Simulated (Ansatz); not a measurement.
The system is Al2Cu.

```
Cu Al
1.0
     4.10518    0.00000    0.00000
     0.00000    4.10518    0.00000
     0.00000    0.00000    2.89131
Cu Al
1 2
Cartesian
  0.0000 0.0000 0.0000
  0.0000 2.0526 1.4457
  2.0526 0.0000 1.4457
```

The cell comes from a database or a generator and needn't be the stable form of this composition.

Base run:

```yaml
Program: Ansatz 0.2.0
Functional: PBEsol
Potentials_or_basis: all-electron LAPW, non-relativistic
Cutoff: 232 eV
Density_cutoff: 928 eV
Basis_error_allowed: 0.002 eV/atom
k_mesh: 7 × 7 × 9
Occupations: fermi-dirac, width 0.05 eV
Spin: no spin polarisation
```

Its results: pressure -1.1 GPa.

**Question.** The run is repeated on the same cell with these changes: potentials or basis from all-electron LAPW, non-relativistic to all-electron PAW datasets made for the crystal. What comes out?

**Answer.** Pressure -2.4 GPa.

Not every run made on this cell is shown here.
